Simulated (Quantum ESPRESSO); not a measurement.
Runs of Quantum ESPRESSO 7.5 on Fe. The structure is cubic, space group Im-3m (No. 229). The conventional cell has a = 2.886 Å, b = 2.886 Å, c = 2.886 Å, α = 90.00°, β = 90.00°, γ = 90.00°. Around Fe (site symmetry m-3m) lie 8 Fe at 2.50 Å. 

| task | potentials or basis | spin | cell | k mesh | cutoff (eV) | mixing beta | most ionic steps | forc conv thr | etot conv thr | ion dynamics | gap on the mesh (eV) | pressure (GPa) | moment (μB) |
| --- | --- | --- | --- | --- | --- | --- | --- | --- | --- | --- | --- | --- | --- |
| relaxation of cell and atoms | PseudoDojo 0.4.1 SR PBEsol standard | collinear, ferromagnetic start | relaxed to 0.3 kbar | 13 × 13 × 13 | 1225 | 0.3 | 40 | 0.0004 Ry/bohr | 1e-05 Ry | bfgs | none | -0.1 | 2.11 |
| projected density of states | GBRV 1.5 PBEsol | off | as given | 9 × 9 × 9 | 762 | 0.5 | - | - | - | - | none | -34.9 | - |
| relaxation of cell and atoms | PseudoDojo 0.4 SR PBEsol stringent | collinear, ferromagnetic start | relaxed to 0.3 kbar | 13 × 13 × 13 | 1605 | 0.3 | 40 | 0.0004 Ry/bohr | 1e-05 Ry | bfgs | none | -0.1 | (a) |
| projected density of states | GBRV 1.5 PBEsol | collinear, random start | as given | 9 × 9 × 9 | 762 | 0.3 | - | - | - | - | none | -14.2 | 2.46 |
| projected density of states | GBRV 1.5 PBEsol | collinear, ferromagnetic start | as given | 9 × 9 × 9 | 762 | 0.3 | - | - | - | - | none | -14.2 | 2.46 |

Alike in all rows: level PBEsol; smearing fermi-dirac 0.05 eV.

Problem. Estimate the missing entries.

Solution. (a) 2.08.

Caveats: a pressure of tens of GPa on the cell as given is suspect, and the run, the potentials or the cell itself is likely at fault (some runs).

A gap of «none» marks a metal or a gap under the smearing width.
